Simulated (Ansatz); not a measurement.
# The stack of 2H-MoS2 under Zr2NS2 MXene, shifted by a third of the diagonal between two gates

Wanted: Fermi level and gate voltage of the stack of 2H-MoS2 under Zr2NS2 MXene, shifted by a third of the diagonal as it is charged.

Calculated with Ansatz 0.2.0; plane-wave DFT, PBE-D3(BJ), Ansatz PAW.

**1. The structure**

The cell holds 8 atoms: 4 S, 1 Mo, 2 Zr and 1 N. Its edges and angles: a = 3.199 Å, b = 3.199 Å, c = 56.011 Å, α = 90.0°, β = 90.0°, γ = 120.0°. Regions: layer 1: 2H-MoS2, 3 atoms (2 S and 1 Mo); layer 2: Zr2NS2 MXene, 5 atoms (2 S, 2 Zr and 1 N). Vacuum lies along c.

**2. Relaxation**

The starting cell is a guess, so the in-plane lattice and the atoms are relaxed first, with the slab cut off from its images along the normal.

Input file input.yaml:

```yaml
crystal:
  lattice:
    - [3.19875, 0.0, 0.0]
    - [-1.599375, 2.7701987604, 0.0]
    - [0.0, 0.0, 56.0110471863]
  atoms:
    - { symbol: S, position: [0.3333333333, 0.6666666667, 0.3883162535] }
    - { symbol: Mo, position: [0.0, 0.0, 0.417440845] }
    - { symbol: S, position: [0.3333333333, 0.6666666667, 0.4465654365] }
    - { symbol: S, position: [0.6666666667, 0.3333333333, 0.5001262991] }
    - { symbol: Zr, position: [0.0, 0.0, 0.5332391409], spin: 1.0 }
    - { symbol: "N", position: [0.3333333333, 0.6666666667, 0.5559050228] }
    - { symbol: Zr, position: [0.6666666667, 0.3333333333, 0.5785709047], spin: 1.0 }
    - { symbol: S, position: [0.0, 0.0, 0.6116837465] }
  periodic: [true, true, false]
magnetization:
  spin_polarized: true
kpoints:
  mp_grid: { grid: [12, 12, 1] }
hamiltonian:
  xc: pbe
  dispersion: d3bj
scf:
  occupations: { method: fermi_dirac, width: 0.05 }
  convergence: { dr2_threshold: 1.0e-09 }
relax:
  f_tol: 0.004
  max_steps: 90
  cell: {}
output:
  write_potential: true
  write_density: true
  volumetric_format: npy
```

Launch:

```
> ansatz run input.yaml --threads 4 --pin off --max-ram 12288MiB --backend cpu --events-out ev --progress --plain --runs-dir out
```

Numbers of over 12 decimals in the logs are rounded to 6 here.

The program printed:

```text
Warning: relax.cell: scf.convergence.dr2_threshold = 1e-9 eV is looser than the 1.5786962967e-10 eV advised for a relaxation that steers and ends on the stress (1e-10 eV for each atom of the cell: 8, times the square of relax.cell.stress_2d_tol = 0.05 N/m over 22.5 Å (the atoms' height at the walk's start and 5 Å past either face), 2.221e-2 GPa, over a crystal's default 0.05). What an SCF threshold leaves in a stress goes as its square root, and in the free energy as the threshold itself, and one threshold admits the most on a small cell: [figures from the program's tests cut] Set scf.convergence.dr2_threshold to 1.5786962967e-10 eV or tighter. [rest of the remark cut]
Engine: ansatz 0.2.0, aarch64-unknown-linux-gnu
Pseudopotentials: kind: paw
Pseudopotential: S, paw, valence charge 6, recommended cutoff 420 eV (normal), S.paw.azcp
Pseudopotential: Mo, paw, valence charge 14, recommended cutoff 420 eV (normal), Mo.paw.azcp
Pseudopotential: Zr, paw, valence charge 12, recommended cutoff 420 eV (normal), Zr.paw.azcp
Pseudopotential: N, paw, valence charge 5, recommended cutoff 420 eV (normal), N.paw.azcp
Functional definition: PBE
  parameter kappa = 0.804
  parameter beta = 0.066725
  exchange = pbe_x(kappa = kappa, mu = beta*pi^2/3)
  correlation = pbe_c(beta = beta)
Crystal: 8 atoms, lattice volume = 496.324 Å³
Basis set: ecut = 420 eV, 9835 PW (Γ), exchange–correlation on 48×48×750 points (8 copies of the dense FFT grid, shifted against one another)
Bands: 43, of which v1, the nominal top of the filled ones, is band 34 counted from 1 (33 counted from 0)
Symmetry: 6 space group operations
Space group: P3m1 (ITA 156), of the structure as read, at distance tolerance 7.9e-5 Å
Magnetic group: BNS 156.49 (UNI 1279), of the structure as read, at distance tolerance 7.9e-5 Å
k-points: 19 of 144 (time reversal used)
Non-local potential: S, projectors of the file, l = 0: 2, l = 1: 2, l = 2: 2
Non-local potential: Mo, projectors of the file, l = 0: 3, l = 1: 2, l = 2: 2, l = 3: 1
Non-local potential: Zr, projectors of the file, l = 0: 3, l = 1: 2, l = 2: 2, l = 3: 2
Non-local potential: N, projectors of the file, l = 0: 2, l = 1: 2, l = 2: 1
PAW form: soft (Blöchl's): semilocal exchange-correlation on the pseudo side does not see the compensation charge
PAW one-centre angular grid: S, 110 points (default); XC on 64 Gauss nodes
PAW one-centre angular grid: Mo, 590 points (default); XC on 64 Gauss nodes
PAW one-centre angular grid: Zr, 590 points (default); XC on 64 Gauss nodes
PAW one-centre angular grid: N, 110 points (default); XC on 64 Gauss nodes
Starting moments: Σ|m| = 2 μB on 2 of 8 sites
Initial wavefunctions: pseudopotential atomic-orbital guess
Functional: x = pbe(κ = 0.804, μ = 0.219515), c = pbe(β = 0.066725)
SCF iter   1: F=—  HF=-17333.527463 eV  |F-HF|=—  |Δ(HF+E_count)|=         —  Δρ=2.98e-2 (↑2.92e-2 ↓2.98e-2)  dr2=1.91e2  dr2_m=1.48e-1  M=0.560 μB ∫|m|=0.817 μB  β_m=0.30  ethr=3.10e-3  ⟨swp⟩=12.5  Hψ=11451  notcnv=0  defer=5
Mixer restart at iter 1: flushing history
preconditioner: auto → LDOS  [metal: Δε(μ)=0.016 eV  Ē_g=8.962 eV  σ=0.050 eV  W_gap=0.08  n_scr=34 (ndim 8)  ℏωp=10.9 eV  f_vac=0.708  D(μ)=4.65/eV (n_scr^D=22)]
spin=Collinear: LDOS preconditioning applied to the charge; magnetization (m = ρ↑ − ρ↓) channel mixes plain (no charge-response kernel on spin).
SCF iter   2: F=—  HF=-17330.105711 eV  |F-HF|=—  |Δ(HF+E_count)|=    3.42e0  Δρ=1.97e-2 (↑1.89e-2 ↓1.97e-2)  dr2=8.93e1  dr2_m=1.08e-1  M=0.282 μB ∫|m|=0.655 μB  β_m=0.53  ethr=3.10e-3  ⟨swp⟩=3.3  Hψ=3529  notcnv=0  defer=79
SCF iter   3: F=—  HF=-17328.018836 eV  |F-HF|=—  |Δ(HF+E_count)|=    2.09e0  Δρ=4.42e-3 (↑3.75e-3 ↓4.42e-3)  dr2=3.26e0  dr2_m=7.48e-3  M=0.074 μB ∫|m|=0.282 μB  β_m=0.55  ethr=3.10e-3  ⟨swp⟩=4.3  Hψ=4459  notcnv=0  defer=83
SCF iter   4: F=—  HF=-17328.031962 eV  |F-HF|=—  |Δ(HF+E_count)|=   1.31e-2  Δρ=1.67e-3 (↑1.67e-3 ↓1.59e-3)  dr2=3.56e-1  dr2_m=2.04e-3  M=0.031 μB ∫|m|=0.168 μB  β_m=0.58  ethr=3.10e-3  ⟨swp⟩=2.2  Hψ=2328  notcnv=0  defer=85
SCF iter   5: F=—  HF=-17328.046941 eV  |F-HF|=—  |Δ(HF+E_count)|=   1.50e-2  Δρ=7.04e-4 (↑7.04e-4 ↓6.40e-4)  dr2=6.05e-2  dr2_m=5.18e-4  M=0.006 μB ∫|m|=0.091 μB  β_m=0.74  ethr=5.31e-4  ⟨swp⟩=2.7  Hψ=2622  notcnv=0  defer=103
SCF iter   6: F=—  HF=-17328.049152 eV  |F-HF|=—  |Δ(HF+E_count)|=         —  Δρ=3.24e-4 (↑2.53e-4 ↓3.24e-4)  dr2=1.05e-2  dr2_m=1.50e-4  M=-0.003 μB ∫|m|=0.031 μB  β_m=0.74  ethr=9.03e-5  ⟨swp⟩=2.7  Hψ=3010  notcnv=0  defer=103
SCF iter   7: F=—  HF=-17328.049114 eV  |F-HF|=—  |Δ(HF+E_count)|=   3.83e-5  Δρ=1.90e-4 (↑1.90e-4 ↓1.69e-4)  dr2=4.31e-3  dr2_m=4.45e-5  M=-0.003 μB ∫|m|=0.017 μB  β_m=0.66  ethr=1.57e-5  ⟨swp⟩=3.1  Hψ=2848  notcnv=0  defer=102
SCF iter   8: F=—  HF=-17328.049269 eV  |F-HF|=—  |Δ(HF+E_count)|=   1.55e-4  Δρ=2.27e-4 (↑2.27e-4 ↓2.25e-4)  dr2=4.86e-3  dr2_m=2.13e-5  M=-0.002 μB ∫|m|=0.011 μB  β_m=0.47  ethr=6.43e-6  ⟨swp⟩=3.0  Hψ=2664  notcnv=0  defer=96
SCF iter   9: F=—  HF=-17328.048922 eV  |F-HF|=—  |Δ(HF+E_count)|=   3.47e-4  Δρ=8.99e-5 (↑8.99e-5 ↓8.07e-5)  dr2=2.06e-3  dr2_m=7.32e-6  M=-0.002 μB ∫|m|=0.007 μB  β_m=0.36  ethr=6.43e-6  ⟨swp⟩=2.9  Hψ=2307  notcnv=0  defer=89
SCF iter  10: F=—  HF=-17328.048814 eV  |F-HF|=—  |Δ(HF+E_count)|=   1.07e-4  Δρ=3.51e-5 (↑3.51e-5 ↓2.84e-5)  dr2=1.91e-4  dr2_m=1.71e-6  M=-0.001 μB ∫|m|=0.003 μB  β_m=0.45  ethr=3.07e-6  ⟨swp⟩=1.8  Hψ=1899  notcnv=0  defer=89
SCF iter  11: F=—  HF=-17328.048831 eV  |F-HF|=—  |Δ(HF+E_count)|=   1.63e-5  Δρ=1.75e-5 (↑1.65e-5 ↓1.75e-5)  dr2=2.15e-5  dr2_m=5.40e-7  M=-0.001 μB ∫|m|=0.001 μB  β_m=0.53  ethr=2.84e-7  ⟨swp⟩=2.7  Hψ=2453  notcnv=0  defer=89
SCF iter  12: F=—  HF=-17328.048832 eV  |F-HF|=—  |Δ(HF+E_count)|=   1.46e-6  Δρ=6.68e-6 (↑6.68e-6 ↓6.44e-6)  dr2=1.78e-6  dr2_m=5.70e-8  M=-0.000 μB ∫|m|=0.000 μB  β_m=0.52  ethr=3.21e-8  ⟨swp⟩=3.0  Hψ=3004  notcnv=0  defer=90
SCF iter  13: F=—  HF=-17328.048832 eV  |F-HF|=—  |Δ(HF+E_count)|=   4.83e-7  Δρ=2.90e-6 (↑2.88e-6 ↓2.90e-6)  dr2=1.09e-7  dr2_m=2.49e-8  M=-0.000 μB ∫|m|=0.000 μB  β_m=0.67  ethr=2.66e-9  ⟨swp⟩=3.0  Hψ=3052  notcnv=0  defer=90
SCF iter  14: F=—  HF=-17328.048833 eV  |F-HF|=—  |Δ(HF+E_count)|=   2.45e-7  Δρ=7.69e-7 (↑7.69e-7 ↓6.90e-7)  dr2=1.03e-8  dr2_m=1.40e-9  M=-0.000 μB ∫|m|=0.000 μB  β_m=0.64  ethr=1.63e-10  ⟨swp⟩=3.3  Hψ=3648  notcnv=0  defer=90
SCF iter  15: F=—  HF=-17328.048833 eV  |F-HF|=—  |Δ(HF+E_count)|=   2.00e-8  Δρ=3.64e-7 (↑3.19e-7 ↓3.64e-7)  dr2=2.05e-9  dr2_m=3.15e-10  M=-0.000 μB ∫|m|=0.000 μB  β_m=0.62  ethr=1.53e-11  ⟨swp⟩=3.5  Hψ=3559  notcnv=0  defer=90
[...]
relax step   8: F+E_penalty+E_count = -17328.88658080 eV  Δ(F+E_penalty+E_count) = -7.106e-3 eV  max|allowed force component| = 2.398e-3 eV/Å  Δτ_max = 0.0000 Å  P = +0.108 N/m  Ω = 532.511 Å³  fix = [c, alpha, beta]  reactions: c +0.000 N/m  stress off target by 1.08e-1 N/m on what of the cell is left free  SCF on the basis re-selected at this cell (its energy is not comparable with the rows above)  (7 SCF iters)
[...]
relax step   9: F+E_penalty+E_count = -17328.88656672 eV  Δ(F+E_penalty+E_count) = +1.408e-5 eV  max|allowed force component| = 2.173e-4 eV/Å  Δτ_max = 0.0016 Å  P = +0.004 N/m  Ω = 532.764 Å³  energy of the carried Pulay correction = -3.258e-5 eV  fix = [c, alpha, beta]  reactions: c +0.000 N/m  (8 SCF iters, accepted)
iter 1 solved again at ethr=9.75e-8 eV; its pass at ethr=3.10e-3 eV (dr2=6.53e-5 eV) is discarded
SCF iter   1: F=—  HF=-17328.886878 eV  |F-HF|=—  |Δ(HF+E_count)|=         —  Δρ=1.52e-6 (↑1.51e-6 ↓1.52e-6)  dr2=5.62e-9  dr2_m=5.52e-11  M=-0.000 μB ∫|m|=0.000 μB  β_m=0.65  ethr=9.75e-8  ⟨swp⟩=6.7  Hψ=20024  notcnv=0
eigensolver tolerance schedule: the retry pair's looser diagonalisation over-reported the residual by 11623.69 of it (diagonalisation noise at 0.58 of the residual, at the tolerance the schedule requests for it); recorded, not acted on — ethr = c·dr2/N_el stays at c = 1.0e-1
preconditioner: auto → LDOS  [metal: Δε(μ)=0.043 eV  Ē_g=8.057 eV  σ=0.050 eV  W_gap=0.21  n_scr=30 (ndim 8)  ℏωp=10.5 eV  f_vac=0.728  D(μ)=1.94/eV (n_scr^D=14)]
spin=Collinear: LDOS preconditioning applied to the charge; magnetization (m = ρ↑ − ρ↓) channel mixes plain (no charge-response kernel on spin).
SCF iter   2: F=—  HF=-17328.886585 eV  |F-HF|=—  |Δ(HF+E_count)|=   2.93e-4  Δρ=6.58e-7 (↑6.58e-7 ↓6.45e-7)  dr2=1.39e-8  dr2_m=1.53e-11  M=-0.000 μB ∫|m|=0.000 μB  β_m=0.30  ethr=8.39e-12  ⟨swp⟩=6.1  Hψ=7012  notcnv=0
SCF iter   3: F=—  HF=-17328.886579 eV  |F-HF|=—  |Δ(HF+E_count)|=   5.73e-6  Δρ=7.57e-7 (↑7.57e-7 ↓7.53e-7)  dr2=1.46e-9  dr2_m=2.14e-11  M=-0.000 μB ∫|m|=0.000 μB  β_m=0.37  ethr=8.39e-12  ⟨swp⟩=3.0  Hψ=2588  notcnv=0
SCF iter   4: F=-17328.886594 eV  HF=-17328.886585 eV  |F-HF|=9.66e-6  |Δ(HF+E_count)|=   5.19e-6  Δρ=5.46e-7 (↑5.46e-7 ↓5.44e-7)  dr2=5.47e-10  dr2_m=1.27e-11  M=-0.000 μB ∫|m|=0.000 μB  ethr=1.49e-12  ⟨swp⟩=14.6  Hψ=14510  notcnv=0
the starting moments were not kept: the SCF closed with an absolute magnetisation of 8.2e-6 μB, where they sum to 2 μB in size (2 sites). That is at most 0.1 of that sum. Measured as dr2_m measures the in/out step, that magnetisation stands 4.8e-12 eV from none, at or under the dr2_threshold of 1.0e-9 eV: it is no larger than a step whose dr2_m would equal this threshold.
SCF 10 converged in 4 iterations: F = -17328.886594 eV  dr2 = 5.47e-10
relax step  10: F+E_penalty+E_count = -17328.88659422 eV  Δ(F+E_penalty+E_count) = -2.750e-5 eV  max|allowed force component| = 2.180e-4 eV/Å  Δτ_max = 0.0000 Å  P = +0.004 N/m  Ω = 532.764 Å³  fix = [c, alpha, beta]  reactions: c +0.000 N/m  stress off target by 4.24e-3 N/m on what of the cell is left free  SCF on the basis re-selected at this cell (its energy is not comparable with the rows above)  (4 SCF iters)
basis re-selected at this cell: Δ(F+E_penalty+E_count) = -2.750e-5 eV, ΔP = +0.000 N/m vs the last step (what re-selecting the basis moved, of the pressure what is left beyond the Pulay correction that the steps carried, after the strain that the cell walked since its last selection, with what the two solves' SCF thresholds leave and, on support functions, any second-order correction that the steps lacked; it is no m [...]
WARN: The output density's exchange-correlation potential varies sharply where the density is thin. Do not read a vacuum level from v_tot or v_xc, or from such a field of the output density. On a cell that repeats whose density bears no net charge and no dipole along the vacuum's axis use v_es (v_loc + v_h of the components); under efield.dipole_correction with no amplitude use v_es + v_field, which holds any externa [...]
SCF converged after 4 iterations
Magnetization: -0.0000 μB (33.5000 up, 33.5000 down)
Absolute magnetization: 0.0000 μB (∫|ρ↑−ρ↓|, with the PAW one-centre terms)
Spin contamination: 0.0000 ħ² per cell (⟨S²⟩ above its minimum at these occupations)
Per-site moments (μB) at R_I (Å): [(9.471966333427554e-9, 1.007618), (-3.0149745684554905e-8, 1.005392), (1.1398521221888032e-8, 1.005392), (5.404279993864093e-7, 1.033025), (-1.1085298623446632e-6, 0.955796), (1.2354109830336253e-6, 0.954085), (-9.65553352446688e-7, 0.954085), (2.3770914343795753e-7, 1.033693)]
Free energy (F): -17328.886594 eV
Harris-Foulkes:  -17328.886585 eV  (|F-HF|=9.66e-6)
Internal energy: -17328.871271 eV  (E = F + TS)
E sigma→0 (E₀):  -17328.878932 eV
Entropy (-TS):   -0.015324 eV (-1.915 meV/atom)
Fermi energy:    -5.628486 eV
--- Per-component energies (eV) ---
  E_band       = -1476.488069
  E_kinetic    = 1671.869813
  E_local      = -411636.482722  (includes V_loc(G=0)·N_el)
  E_nonlocal   = 457.907488
  E_hartree    = 204707.319181
  E_xc         = -960.078312
  E_vxc        = -1043.340380  (∫ρ·V_xc dr)
  E_paw        = -11635.978695  (= ΣΔE_a)
  E_vpaw       = -341.077752  (= ΣTr[D̂ρ^β])
  E_aug_tail   = 0.000181  (compensation charges beyond the density's cutoff)
  E_ewald      = 200069.485727
  E_disp       = -2.913931  (pairwise vdW)
  E_smearing   = -0.015324  (= −TS)
  E_closure    = 0.000000  (closes the sum)
  Σ components = -17328.886594   (vs F -17328.886594, Δ=0.00e0)
--- Forces (eV/Å), atoms counted from 1 ---
  atom   1  S      0.00000000     0.00000000    -0.00021738
  atom   2  Mo     0.00000000     0.00000000     0.00001999
  atom   3  S      0.00000000     0.00000000    -0.00013044
  atom   4  S      0.00000000    -0.00000000     0.00001943
  atom   5  Zr    -0.00000000     0.00000000     0.00007376
  atom   6  N      0.00000000    -0.00000000     0.00008789
  atom   7  Zr     0.00000000    -0.00000000     0.00007902
  atom   8  S     -0.00000000     0.00000000     0.00007271
  max |Σ_I F_I| component: 4.98e-6 eV/Å
--- 2D stress c σ (N/m, compression-positive) ---
        0.004239       0.000000      -0.000000
        0.000000       0.004239       0.000000
       -0.000000       0.000000       0.000000
  P = ½ c Tr σ = 0.0042 N/m
--- Band table (eV; the first three rows and the last of 38) ---
  k-point 0 ↑: bands = [... 30 lower, -6.0369, -6.0369, -5.7078, -4.9285, -4.9285, -4.7700, -3.7658, -3.7658, ... 5 higher]
  k-point 1 ↑: bands = [... 30 lower, -6.6500, -6.3269, -5.8177, -5.0799, -4.6148, -4.5643, -3.8632, -3.6087, ... 5 higher]
  k-point 2 ↑: bands = [... 30 lower, -6.8231, -6.6817, -6.2124, -5.5980, -4.2777, -4.1598, -3.8960, -3.7711, ... 5 higher]
  k-point 18 ↓: bands = [... 30 lower, -8.2910, -8.0301, -6.3445, -5.0838, -4.1131, -4.0198, -3.7505, -3.0298, ... 5 higher]
  the weakly bound empty levels are not read free of the cell's end (no_gap_told)
--- Relaxed structure (8 steps of the walk, 8 accepted, 2 SCFs on fresh bases) ---
  F+E_penalty+E_count = -17328.88659422 eV   max|allowed force component| = 2.180e-4 eV/Å   (the final SCF, on the basis selected at the relaxed cell)
  cell:  # Å, volume = 532.7638 Å³
    - [3.314097, 0, 0]
    - [-1.657048, 2.870092, 0]
    - [0, 0, 56.0110471863]
  atoms:
    - { symbol: S, position: [0.333333, 0.666667, 0.397106] }
    - { symbol: Mo, position: [-3.2942409800027217e-18, -3.2381504885438916e-17, 0.424216] }
    - { symbol: S, position: [0.333333, 0.666667, 0.451171] }
    - { symbol: S, position: [0.666667, 0.333333, 0.499737] }
    - { symbol: Zr, position: [-2.895591789205254e-17, -3.2381504885438916e-17, 0.528583] }
    - { symbol: N, position: [0.333333, 0.666667, 0.551914] }
    - { symbol: Zr, position: [0.666667, 0.333333, 0.575114] }
    - { symbol: S, position: [-3.5740523681316636e-17, -3.238150488543892e-17, 0.604005] }
```

Elapsed: 5.8 min, on 4 threads of Arm Neoverse V1, shared host; peak memory 1.4 GiB.

The steps of the relaxation:

```csv
step,energy less that of the first step (eV),largest force component (eV/Å),volume (Å³)
1,0.0000,2.3476,496.32
2,-0.7071,0.7711,520.12
3,-0.7940,0.6630,534.78
4,-0.8272,0.1506,532.65
5,-0.8303,0.0342,532.96
6,-0.8306,0.0037,532.43
7,-0.8306,0.0025,532.51
8*,-0.8377,0.0024,532.51
9,-0.8377,0.0002,532.76
10*,-0.8378,0.0002,532.76
```

Relaxation steps marked * repeat the geometry before them on a plane-wave basis chosen anew for their cell, so energy and pressure can jump there.

The run keeps the 6 symmetry operations that it works with, so distortions that break them were not tested.

```csv
cell as run,before,after,change
a (Å),3.199,3.314,+3.6 %
b (Å),3.199,3.314,+3.6 %
```

The atoms that moved most (Å, along periodic axes as changes of fractional coordinates times the final cell, across vacuum about the mean position):

```csv
atom,dx,dy,dz,length
S1,0.000,0.000,0.492,0.492
S8,0.000,0.000,-0.430,0.430
Mo2,0.000,0.000,0.380,0.380
Zr5,0.000,0.000,-0.261,0.261
S3,0.000,0.000,0.258,0.258
N6,0.000,0.000,-0.224,0.224
Zr7,0.000,0.000,-0.194,0.194
S4,0.000,0.000,-0.022,0.022
```

Numbers from this step:

| Property | Result |
| --- | --- |
| energy at zero smearing | -17328.8789 eV |

The lattice constant a goes from 3.199 to 3.314 Å.

(Part 1 of 3 ends here.)

[Logs are printed without paths, hosts, clocks, repeated set-up lines and the standing remarks that a program may print on its own settings, such as how far it seeks lower states.]

[Hosts, paths, dates, database ids (printed as entryN), source tags and the programs' standing remarks are cut or masked in the printed files.]

[Maps of the electrostatic potential energy from Ansatz leave out the sawtooth potential of an applied field or a dipole correction, so their vacuum need not be flat; planar profiles and work functions include it.]
